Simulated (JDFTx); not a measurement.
Crystal: Pt.

```
CELL_PARAMETERS angstrom
0.00000 1.96090 1.96090
1.96090 0.00000 1.96090
1.96090 1.96090 0.00000
ATOMIC_POSITIONS crystal
Pt 0.00000 0.00000 0.00000
```

Base run:

- Program: JDFTx 1.7.0 (patched build)
- Functional: PBE
- Potentials or basis: PseudoDojo-FR-PBE-0.4-standard with smoothed tails
- Cutoff: 1143 eV
- Density cutoff: 4572 eV
- k mesh: 12 × 12 × 12
- Occupations: fermi-dirac, width 0.05 eV
- Spin: spin-orbit coupling, no magnetisation

Its results: band gap on the k mesh none (metal or under the smearing width); pressure 10.4 GPa.

**Question.** The run is repeated on the same cell with these changes: potentials or basis from PseudoDojo-FR-PBE-0.4-standard with smoothed tails to PseudoDojo-SR-PBE-0.4.1-standard with smoothed tails; spin from spin-orbit coupling, no magnetisation to no spin polarisation. What comes out?

**Answer.** Band gap on the k mesh none (metal or under the smearing width); pressure 9.6 GPa.

Caveats: the empty levels aren't tightly converged (some runs).
